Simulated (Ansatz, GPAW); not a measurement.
Given: the input of a run of GPAW 26.7.0 (ASE script) on HfB2. 

Contents of run.py:

```python
from ase import Atoms
from ase.dft.bandgap import bandgap
from ase.io import write
from ase.units import GPa
from gpaw import GPAW, PW

atoms = Atoms(['Hf', 'B', 'B'],
              cell=[[3.14, 0.0, 0.0],
                    [-1.57, 2.7193197679, 0.0],
                    [0.0, 0.0, 3.48]],
              scaled_positions=[[0.0, 0.0, 0.0],
                                [0.6666666667, 0.3333333333, 0.5],
                                [0.3333333333, 0.6666666667, 0.5]],
              pbc=True)

calc = GPAW(mode=PW(800),
            xc='PBE',
            kpts={'size': (10, 10, 8), 'gamma': True},
            occupations={'name': 'methfessel-paxton', 'order': 0, 'width': 0.012},
            nbands=20,
            convergence={'density': 1e-05, 'energy': 1e-05},
            maxiter=150,
            txt='gpaw.txt')
atoms.calc = calc
energy = atoms.get_potential_energy()
forces = atoms.get_forces()
stress = atoms.get_stress()
calc.write('gs.gpw')
write('result.traj', atoms)
print(f'Energy: {energy:.6f} eV')
print('Forces (eV/A):')
print(forces.round(4))
print('Stress (GPa):', (stress / GPa).round(3))
print('Fermi level:', round(calc.get_fermi_level(), 4), 'eV')
print(f'Gap: {bandgap(calc)[0]:.4f} eV, direct: {bandgap(calc, direct=True)[0]:.4f} eV')
```

Potentials or basis: GPAW PAW data sets (gpaw-data 1.2.1), pw.

The run is started by

```console
$ OMP_NUM_THREADS=1 python run.py
```

Problem. What does the same run look like in Ansatz 0.2.0? Potentials or basis there: Ansatz PAW, cutoff 420 eV.

Solution. As run (cutoffs and basis follow the program's own potentials, and thresholds, step limits or extra output files can differ):

Contents of input.yaml:

```yaml
crystal:
  lattice:
    - [3.14, 0.0, 0.0]
    - [-1.57, 2.7193197679, 0.0]
    - [0.0, 0.0, 3.48]
  atoms:
    - { symbol: Hf, position: [0.0, 0.0, 0.0] }
    - { symbol: B, position: [0.6666666667, 0.3333333333, 0.5] }
    - { symbol: B, position: [0.3333333333, 0.6666666667, 0.5] }
hamiltonian:
  xc: pbe
  pseudopotentials: { kind: paw }
kpoints:
  mp_grid: { grid: [10, 10, 8] }
scf:
  occupations: { method: gaussian, width: 0.012 }
output:
  forces: true
  stress: true
  eigenvalues: true
```

Potentials or basis: Ansatz PAW.

Command:

```console
$ ansatz run input.yaml --threads 2 --pin off --max-ram 5632MiB --backend cpu --events-out ev --progress --plain --runs-dir out
```

Both were run:

|  | GPAW | Ansatz |
| --- | --- | --- |
| Pressure | 2.1 GPa | 1.4 GPa |

Ansatz's pressure holds a Pulay term of +0.19 GPa for its cutoff of 420 eV, which the other run lacks.

The potentials hold 18 and 32 valence electrons a cell.

Where Ansatz's input types no cutoff or centring, it takes its own default and a Γ-centred mesh.

Pressure is positive in compression.
